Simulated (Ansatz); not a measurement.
SnSe and the effect of the dispersion correction

The cell as given:

```
Sn Se
1.0
    11.42000    0.00000    0.00000
     0.00000    4.19000    0.00000
     0.00000    0.00000    4.46000
Sn Se
4 4
Cartesian
  10.0153 3.1425 4.0541
  7.1147 1.0475 1.8241
  4.3053 3.1425 2.6359
  1.4047 1.0475 0.4059
  7.3431 3.1425 4.3886
  9.7869 1.0475 2.1586
  1.6331 3.1425 2.3014
  4.0769 1.0475 0.0714
```

Kept alike: task relaxation of cell and atoms; functional r2SCAN; k mesh 3 × 6 × 6; occupations fermi-dirac, width 0.05 eV; no spin polarisation. Program: Ansatz, Ansatz PAW, cutoff 500 eV. The mesh is that of the run's cell of 8 atoms. No spin-orbit coupling.

```csv
dispersion correction,volume (Å³/atom),first edge of the run's cell (Å),third edge of the run's cell (Å)
D3(BJ),27.247,11.535,4.590
D3(BJ)-ATM,27.458,11.567,4.611
D4,27.972,11.671,4.649
none,28.297,11.682,4.698
rVV10,27.185,11.546,4.567
```

The relaxations keep at least the cell's symmetry (Pnma). Relaxations stop with a little pressure left, so the last digits of a volume or edge aren't settled. All rows use potentials made for PBE.

Task: What does the dispersion correction change here?

Result: The volume runs from 27.185 (rVV10) to 28.297 Å³/atom (none). Against no correction: D3(BJ) -3.7 %; D3(BJ)-ATM -3.0 %; D4 -1.1 %; rVV10 -3.9 %. Dispersion terms mostly attract and so lower the volume; the schemes' coefficients and damping set how far. The first edge of the run's cell runs from 11.535 (D3(BJ)) to 11.682 Å (none). The third edge of the run's cell runs from 4.567 (rVV10) to 4.698 Å (none).
